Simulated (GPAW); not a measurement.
The system is AgCl (Chlorargyrite).

```xyz
2
Lattice="0.0000 2.7350 2.7350 2.7350 0.0000 2.7350 2.7350 2.7350 0.0000" Properties=species:S:1:pos:R:3 pbc="T T T"
Ag    0.0000    0.0000    0.0000
Cl    2.7350    2.7350    2.7350
```

Base run:

```yaml
Program: GPAW 26.7.0
Functional: PBE
Potentials_or_basis: GPAW PAW data sets (gpaw-data 1.2.1)
Cutoff: 600 eV
Basis: pw
k_mesh: 8 × 8 × 8
Occupations: fermi-dirac, width 0.05 eV
Spin: no spin polarisation
```

Its results: band gap on the k mesh 0.88 eV, indirect (least direct gap 3.31 eV); pressure 4.0 GPa.

Q: The run is repeated on the same cell with these changes: functional from PBE to r2SCAN. What comes out?

A: Band gap on the k mesh 1.43 eV, indirect (least direct gap 3.87 eV); pressure 2.5 GPa.

r2SCAN gives the wider gap, since meta-GGAs in the generalised Kohn-Sham scheme recover part of the derivative discontinuity.

Caveats: the PAW data sets were made with another functional, which shifts forces and pressure a little (some runs).

Not every run made on this cell is shown here.
